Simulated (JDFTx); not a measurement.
**BN: equation of state with PBEsol**

The system is BN.

```
N B
1.0
     2.55394    0.00000    0.00000
    -1.27697    2.21178    0.00000
     0.00000    0.00000    4.22685
N B
2 2
Direct
  0.33333 0.66667 0.12528
  0.66667 0.33333 0.62528
  0.33333 0.66667 0.49972
  0.66667 0.33333 0.99972
```

Measurements of this composition are mostly on another form, of space group No. 194.

- Program: JDFTx 1.7.0 (patched build)
- Task: equation of state
- Functional: PBEsol
- Potentials or basis: PseudoDojo-SR-PBEsol-0.4.1-standard with smoothed tails
- Cutoff: 1143 eV
- Density cutoff: 9143 eV
- k mesh: 12 × 12 × 6
- Occupations: fermi-dirac, width 0.05 eV
- Spin: no spin polarisation
- Local potential set to -Z/r beyond: 6 bohr
- Bands: 14
- Density cutoff over wavefunction cutoff: 8
- Max SCF steps: 100
- SCF threshold on the energy: 1e-09 Ha
- Solver of the electrons: scf

| Item | Value |
| --- | --- |
| Equilibrium volume | 5.89 Å³/atom |
| Bulk modulus at fixed shape and positions | 385 GPa |
| Pressure derivative of the bulk modulus | 3.7 |

Energy against volume, from the lowest point:
| volume (Å³/atom) | energy (meV/atom) |
| --- | --- |
| 5.611 | 16.29 |
| 5.730 | 4.85 |
| 5.850 | 0.00 |
| 5.969 | 1.15 |
| 6.088 | 7.75 |
| 6.208 | 19.32 |
| 6.327 | 35.40 |

Caveat: the cell was scaled at fixed shape and fractional positions, which overstates the stiffness of a crystal with free parameters, most of all of layers and chains.
